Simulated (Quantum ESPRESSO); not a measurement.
The system is TiAl3.

```
CELL_PARAMETERS angstrom
-1.91111 1.91111 4.28067
1.91111 -1.91111 4.28067
1.91111 1.91111 -4.28067
ATOMIC_POSITIONS crystal
Ti 0.00000 0.00000 0.00000
Al 0.25000 0.75000 0.50000
Al 0.75000 0.25000 0.50000
Al 0.50000 0.50000 0.00000
```

The cell comes from a database or a generator and needn't be the stable form of this composition.

Base run:

| Property | Result |
| --- | --- |
| Program | Quantum ESPRESSO 7.5 |
| Functional | PBEsol |
| Potentials or basis | GBRV 1.5 PBEsol |
| Cutoff | 612 eV |
| Density cutoff | 4898 eV |
| k mesh | 10 × 10 × 10 |
| Occupations | fermi-dirac, width 0.05 eV |
| Spin | no spin polarisation |

Its results: band gap on the k mesh none (metal or under the smearing width); pressure -0.7 GPa.

**Question.** The run is repeated on the same cell with these changes: functional from PBEsol to PBE; potentials or basis from GBRV 1.5 PBEsol to SSSP 1.3 efficiency PBE; cutoff from 612 eV to 748 eV; density cutoff from 4898 eV to 5987 eV. What comes out?

**Answer.** Band gap on the k mesh none (metal or under the smearing width); pressure 2.1 GPa.
